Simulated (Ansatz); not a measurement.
# ZrO2: under pressure

An exercise on one series of results from a longer session: the logs are not shown, and one member is left open.

Computed with Ansatz 0.2.0 (DFT PBE, scalar-relativistic, plane waves, PAW, unless a step's input says otherwise).

2 further runs of the same task are left out: 2 set aside as unsound or not needed.

**The starting structure**

The structure is cubic, space group Fm-3m (No. 225). The conventional cell has a = 5.116 Å, b = 5.116 Å, c = 5.116 Å, α = 90.00°, β = 90.00°, γ = 90.00°. Zr (site symmetry m-3m) has 8 O at 2.22 Å as nearest neighbours. O (site symmetry -43m) is surrounded by 4 Zr at 2.22 Å.

Coordinates:

```xyz
3
Lattice="0.0000 2.5579 2.5579 2.5579 0.0000 2.5579 2.5579 2.5579 0.0000" Properties=species:S:1:pos:R:3 pbc="T T T"
Zr    0.0000    0.0000    0.0000
O     1.2790    1.2790    1.2790
O     3.8369    3.8369    3.8369
```

It goes back to an entry of the Materials Project, which need not be the stable form.

This cell was relaxed beforehand with the same method: volume 11.16 Å³/atom, gap on the mesh 3.32 eV.

Set-up of the first run:

File input.yaml:

```yaml
crystal:
  lattice:
    - [0.0, 2.5743919111, 2.5743919111]
    - [2.5743919111, 0.0, 2.5743919111]
    - [2.5743919111, 2.5743919111, 0.0]
  atoms:
    - { symbol: Zr, position: [0.0, 0.0, 0.0] }
    - { symbol: O, position: [0.25, 0.25, 0.25] }
    - { symbol: O, position: [0.75, 0.75, 0.75] }
basis:
  ecutwfc: 420
kpoints:
  mp_grid: { grid: [8, 8, 8] }
hamiltonian:
  xc: pbe
scf:
  occupations: { method: gaussian, width: 0.02 }
output:
  forces: true
  stress: true
  eigenvalues: true
relax:
  adjacent_minimum: "off"
  f_tol: 0.008
  max_steps: 50
  cell: { stress_tol: 0.08, p_target: -2.0 }
```

Run with:

```console
ansatz run input.yaml --threads 1 --pin off --max-ram 2560MiB --backend cpu --events-out ev --progress --plain --runs-dir out
```

Among the steps run: -2 GPa; Seeking the band edges at -2 GPa; 2 GPa; Seeking the band edges at 2 GPa; 5 GPa; The gap over the whole zone at 5 GPa; Target pressure 10 GPa; The gap over the whole zone at 10 GPa; Target pressure 20 GPa; The gap over the whole zone at 20 GPa; 40 GPa; The gap over the whole zone at 40 GPa.

One table of the session follows, with a row left open; its other results are not shown here.

Lengths are those of the vectors of the cell that was run:

| P (GPa) | V (Å³/atom) | a (Å) | b (Å) | c (Å) | ΔH (eV/atom) |
| --- | --- | --- | --- | --- | --- |
| -2 | 11.25 | 3.628 | 3.628 | 3.628 | -0.140 |
| 0 | 11.16 | 3.617 | 3.617 | 3.617 | 0.000 |
| 2 | 11.06 | 3.607 | 3.607 | 3.607 | 0.139 |
| 5 | 10.93 | 3.593 | 3.593 | 3.593 | 0.345 |
| 10 | 10.73 | 3.571 | 3.571 | 3.571 | 0.683 |
| 20 | ? | ? | ? | ? | ? |
| 40 | 9.81 | 3.465 | 3.465 | 3.465 | 2.599 |

Q: Estimate the row for P (GPa) = 20 from the others.

Worked estimate for «V (Å³/atom)». A straight line through the neighbours (10, 10.73) and (40, 9.81) gives 10.73 + (9.81 − 10.73) × (20 − 10) / (40 − 10) = 10.42; a parabola fitted to 3 rows on both sides gives 10.37.

**Answer.** V (Å³/atom): 10.38; a (Å): 3.531; b (Å): 3.531; c (Å): 3.531; ΔH (eV/atom): 1.341. In «V (Å³/atom)» the line misses by +0.04 and the parabola by -0.01.

ΔH is E + PV over the energy at zero pressure; a, b and c are the vectors of the computed cell.

Limits of these values: Other structures may take over in this range; these runs cannot find them.
